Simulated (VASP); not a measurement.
Input of a VASP 6.6.1 run:

INCAR

```
SYSTEM = Al
PREC = Accurate
ENCUT = 600
EDIFF = 1E-7
ISMEAR = 1
SIGMA = 0.1
LREAL = .FALSE.
LASPH = .TRUE.
NELM = 80
ALGO = Normal
ISIF = 3
LWAVE = .FALSE.
LCHARG = .FALSE.
GGA = CA
IBRION = 2
NSW = 90
EDIFFG = -0.005
```

KPOINTS

```
Automatic mesh
0
G
  18 18 18
  0 0 0
```

The input POSCAR:

```
Al                                      
1.0
    0.0000000000      1.9923945255      1.9923945255
    1.9923945255      0.0000000000      1.9923945255
    1.9923945255      1.9923945255     -0.0000000000
  Al            
     1
Direct
     0.0000000000000000    0.0000000000000000    0.0000000000000000
```

Potentials or basis: VASP PAW LDA potentials, release 64 (Al).

The run is started by

```sh
$ cat potpaw_LDA.64/Al/POTCAR > POTCAR
$ mpirun -np 1 vasp_std > vasp.out
```

(1) What does it give for the band gap on the k mesh?

Answers

(1) none (metal or under the smearing width).

Caveat: the relaxation stopped at its first step, so nothing moved.
